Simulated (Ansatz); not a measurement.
Set up this calculation in Ansatz 0.2.0, as the native input.

| Quantity | Value |
| --- | --- |
| Task | single point |
| Functional | PBE |
| Potentials or basis | Ansatz PAW |
| Cutoff | 420 eV (not typed: the program's choice for these potentials) |
| k mesh | 8 × 8 × 8 |
| Occupations | gaussian, width 0.022 eV |
| Spin | no spin polarisation |

Crystal: InSe.

```xyz
4
Lattice="2.0000 1.1547 8.4400 -2.0000 1.1547 8.4400 0.0000 -2.3094 8.4400" Properties=species:S:1:pos:R:3 pbc="T T T"
In    0.0000    0.0000   22.4994
In    0.0000    0.0000    0.0000
Se    0.0000    0.0000    4.3525
Se    0.0000    0.0000    9.7102
```

These files were run (other wordings do the same):

input.yaml

```yaml
crystal:
  lattice:
    - [2.0, 1.1547005384, 8.44]
    - [-2.0, 1.1547005384, 8.44]
    - [0.0, -2.3094010768, 8.44]
  atoms:
    - { symbol: In, position: [0.8886, 0.8886, 0.8886] }
    - { symbol: In, position: [0.0, 0.0, 0.0] }
    - { symbol: Se, position: [0.1719, 0.1719, 0.1719] }
    - { symbol: Se, position: [0.3835, 0.3835, 0.3835] }
hamiltonian:
  xc: pbe
  pseudopotentials: { kind: paw }
kpoints:
  mp_grid: { grid: [8, 8, 8] }
scf:
  occupations: { method: gaussian, width: 0.022 }
output:
  forces: true
  stress: true
  eigenvalues: true
  write_density: true
  write_potential: true
  elf: true
  volumetric_format: npy
```

Potentials or basis: Ansatz PAW.

Command:

```console
$ ansatz run input.yaml --threads 2 --pin off --max-ram 5632MiB --backend cpu --events-out ev --progress --plain --runs-dir out
```

It gave:

```
Pressure               : 2.7 GPa
Largest force          : 0.365 eV/Å
Band gap on the k mesh : 0.44 eV, direct
```

Caveat: spin-orbit coupling is left out, which moves the levels of the heavy elements.

It took 27 s on 2 threads of Intel(R) Xeon(R) Processor @ 2.50GHz (Skylake/Cascade Lake), on a shared host, peak memory 0.52 GiB.
